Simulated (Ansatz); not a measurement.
The system is Cu.

```
CELL_PARAMETERS angstrom
-1.44279 1.44279 1.37608
1.44279 -1.44279 1.37608
1.44279 1.44279 -1.37608
ATOMIC_POSITIONS crystal
Cu 0.00000 0.00000 0.00000
```

This isn't the form of Cu at room conditions, which is fcc.

Base run:

```yaml
Program: Ansatz 0.2.0
Functional: PBEsol
Potentials_or_basis: Ansatz PAW
Cutoff: "420 eV (not typed: the program's choice for these potentials)"
k_mesh: 13 × 13 × 13
Occupations: fermi-dirac, width 0.05 eV
Spin: no spin polarisation
```

Its results: band gap on the k mesh none (metal or under the smearing width); pressure -1.4 GPa.

Task: The run is repeated on the same cell with these changes: functional from PBEsol to LDA. What comes out?

Result: Band gap on the k mesh none (metal or under the smearing width); pressure -7.8 GPa.

LDA binds more tightly than PBEsol, so the same cell stands under less pressure.

Caveats: the PAW data sets come from PBE, with cores solved anew for the run's functional, which leaves a small shift of forces and pressure.
